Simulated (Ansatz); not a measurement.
Response to strain in GeTe

Consider GeTe (space group R3m, No. 160).

```yaml
crystal:
  lattice:
    - [2.11331, 1.22012, 3.63992]
    - [-2.11331, 1.22012, 3.63992]
    - [0.00000, -2.44024, 3.63992]
  atoms:
    - { symbol: Ge, position: [0.23423, 0.23423, 0.23423] }
    - { symbol: Te, position: [0.76577, 0.76577, 0.76577] }
```

Cartesian axes are those of the cell as printed.

Strains are applied to the cell and any free atomic positions relax; under biaxial strain the out-of-plane vector relaxes too.

Computed with PBE (Ansatz, an electronic-structure program, PAW, scalar-relativistic without spin-orbit coupling).

Candidates:
(a) isotropic strain −5.25 %
(b) tensor shear ε_xz = +1.65 %
(c) biaxial strain +3.49 %, plane normal [001], relaxed out of plane

Notes on the quantities. energy relative to the base: free energy F.

Question: Order them by energy relative to the base, lowest first.

Answer: (b) tensor shear ε_xz = +1.65 % (+2.4 meV/atom), (c) biaxial strain +3.49 %, plane normal [001], relaxed out of plane (+17 meV/atom), (a) isotropic strain −5.25 % (+95 meV/atom)

The mesh was chosen for an insulator and is coarse for the gapless case. Whether these cells are dynamically stable was not tested. The final runs are not spin-polarised.
